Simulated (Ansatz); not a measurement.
Runs of Ansatz 0.2.0 on Ir. Symmetry: Fm-3m, No. 225, cubic system. The conventional cell has a = 3.831 Å, b = 3.831 Å, c = 3.831 Å, α = 90.00°, β = 90.00°, γ = 90.00°. Ir (site symmetry m-3m) is surrounded by 12 Ir at 2.71 Å. 

```csv
task,level,potentials or basis,spin,cell,k mesh,cutoff (eV),pressure (GPa),relaxed volume (Å³/atom)
relaxation of cell and atoms,PBEsol,"all-electron LAPW, scalar-relativistic",off,relaxed,12 × 12 × 12,-,0.0,14.03
relaxation of cell and atoms,BLYP+D3(BJ),"all-electron LAPW, scalar-relativistic",off,relaxed,12 × 12 × 12,-,0.0,(a)
relaxation of cell and atoms,BLYP+D4,"all-electron LAPW, scalar-relativistic",off,relaxed,12 × 12 × 12,-,0.0,14.39
relaxation of cell and atoms,RPBE,"all-electron LAPW, scalar-relativistic",off,relaxed,12 × 12 × 12,-,0.0,14.65
relaxation of cell and atoms,LDA,"all-electron LAPW, scalar-relativistic",off,relaxed,9 × 9 × 9,-,0.0,13.82
band structure,LDA,"all-electron LAPW, scalar-relativistic",off,as given,9 × 9 × 9,284,(b),-
relaxation of cell and atoms,LDA,"all-electron LAPW, relativistic spinors","SOC, no magnetisation",relaxed,9 × 9 × 9,-,0.0,(c)
band structure,LDA,"all-electron LAPW, relativistic spinors","SOC, no magnetisation",as given,9 × 9 × 9,284,-6.0,-
```

Alike in all rows: smearing fermi-dirac 0.05 eV; basis error allowed 0.001 eV/atom.

Task: Fill in the values left out.

Result: (a) 14.36; (b) -6.7; (c) 13.84.

Caveats: the k mesh is thin for a metal, which can move the energy by tens of meV per atom (some runs).

Runs at the PBE level aren't shown here.
